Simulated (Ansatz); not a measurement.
ZrB2 under changes of volume

One of the cells (10.249 Å³/atom); the others are scaled copies at fixed shape and fractional positions:

```xyz
3
Lattice="3.1700 0.0000 0.0000 -1.5850 2.7453 0.0000 0.0000 0.0000 3.5330" Properties=species:S:1:pos:R:3 pbc="T T T"
Zr    0.0000    0.0000    0.0000
B     1.5850    0.9151    1.7665
B     0.0000    1.8302    1.7665
```

```yaml
Program: Ansatz 0.2.0
Functional: PBEsol
Potentials_or_basis: Ansatz PAW
Cutoff: "420 eV (not typed: the program's choice for these potentials)"
k_mesh: 10 × 10 × 8
Occupations: fermi-dirac, width 0.05 eV
Spin: no spin polarisation
```

```tsv
volume (Å³/atom)	energy over the lowest point (meV/atom)	pressure (GPa)
9.634	?	?
9.839	4.52	6.3
10.044	0.00	0.9
10.249	2.13	-4.1
10.454	10.22	-8.5
10.659	23.77	-12.6
10.864	42.24	-16.2
```

Task: What does the run at 9.634 Å³/atom give?

Result: Energy over the lowest point 16.38 meV/atom; pressure 12.3 GPa.

Worked out: A Birch-Murnaghan fit of order 3 (a polynomial in V^(-2/3)) to the other rows has its minimum at 10.08 Å³/atom with B0 = V·E''(V) = 250 GPa and B' = 3.9 at fixed shape and positions, which overstates the stiffness. It gives 16.34 meV/atom at 9.634 Å³/atom, against the run's 16.38, and -dE/dV = 12.3 GPa, against 12.3.

Energies are extrapolated to zero smearing.

Caveats: the PAW data sets come from PBE, with cores solved anew for the run's functional, which leaves a small shift of forces and pressure.
